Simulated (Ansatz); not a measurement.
Runs of Ansatz 0.2.0 on Sn. It takes space group I4/mmm (No. 139, tetragonal). Conventional cell: a = 4.058 Å, b = 4.058 Å, c = 3.322 Å, α = 90.00°, β = 90.00°, γ = 90.00°. Around Sn (site symmetry 4/mmm) lie 10 Sn at 3.32 Å. This isn't the form of Sn at room conditions, which is tetragonal (white tin).

```csv
task,level,cell,smearing,points for each segment of the path,gap on the mesh (eV),pressure (GPa),relaxed volume (Å³/atom)
single point,PBE,as given,gaussian 0.02 eV,-,none,0.8,-
single point,PBE,as given,gaussian 0.015 eV,-,none,0.8,-
single point,PBE,as given,gaussian 0.017 eV,-,none,0.8,-
relaxation of cell and atoms,revPBE,relaxed,fermi-dirac 0.05 eV,-,none,0.0,28.42
band structure,BLYP,as given,fermi-dirac 0.05 eV,14,none,(a),-
single point,PBE,as given,gaussian 0.025 eV,-,none,0.8,-
single point,PBE,as given,gaussian 0.013 eV,-,none,0.8,-
relaxation of cell and atoms,PBE+D4,relaxed,fermi-dirac 0.05 eV,-,none,0.0,26.50
```

Alike in all rows: potentials or basis Ansatz PAW; no spin polarisation; k mesh 10 × 10 × 10; cutoff (eV) 420.

Estimate the missing entries.

(a) 5.5.

Caveats: the plane-wave basis is chosen anew once the cell has moved, so the energies of steps on either side of that aren't comparable (some runs); the PAW data sets come from PBE, with cores solved anew for the run's functional, which leaves a small shift of forces and pressure (some runs); spin-orbit coupling is left out, which moves the levels of the heavy elements (some runs); pairwise dispersion overbinds metals, which lowers pressure and volume (some runs).

A k mesh can miss the band edges, and the runs leave out spin-orbit coupling on Sn.

A gap of «none» marks a metal or a gap under the smearing width.
